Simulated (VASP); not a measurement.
Runs of VASP 6.6.1 on Al. It takes space group Im-3m (No. 229, cubic). Conventional cell: a = 3.214 Å, b = 3.214 Å, c = 3.214 Å, α = 90.00°, β = 90.00°, γ = 90.00°. Al (site symmetry m-3m) has 8 Al at 2.78 Å as nearest neighbours. This isn't the form of Al at room conditions, which is fcc.

| task | level | potentials or basis | cell | k mesh | cutoff (eV) | mesh quality | gap on the mesh (eV) | pressure (GPa) | relaxed volume (Å³/atom) |
| --- | --- | --- | --- | --- | --- | --- | --- | --- | --- |
| single point | PBEsol | VASP PAW PBE potentials, release 64 (Al) | as given | 18 × 18 × 18 | 520 | not flagged | none | 0.0 | - |
| relaxation of cell and atoms | RPBE | VASP PAW PBE potentials, release 64 (Al) | relaxed | 18 × 18 × 18 | 600 | not flagged | none | 0.0 | 17.21 |
| relaxation of cell and atoms | LDA | VASP PAW LDA potentials, release 64 (Al) | relaxed | 18 × 18 × 18 | 600 | not flagged | none | 0.0 | 16.24 |
| relaxation of cell and atoms | PBEsol | VASP PAW PBE potentials, release 64 (Al) | relaxed | 18 × 18 × 18 | 600 | not flagged | none | 0.0 | - |
| relaxation of cell and atoms | PBEsol | VASP PAW PBE potentials, release 64 (Al) | relaxed | 6 × 6 × 6 | 600 | coarse | none | 0.0 | (a) |

Alike in all rows: no spin polarisation; smearing gaussian 0.1 eV.

Problem. Estimate the missing entries.

Solution. (a) 16.66.

Caveats: some runs use coarse meshes; the PAW data sets were made with another functional, which shifts forces and pressure a little (some runs); the relaxation stopped at its first step, so nothing moved (some runs).

A gap of «none» marks a metal or a gap under the smearing width.
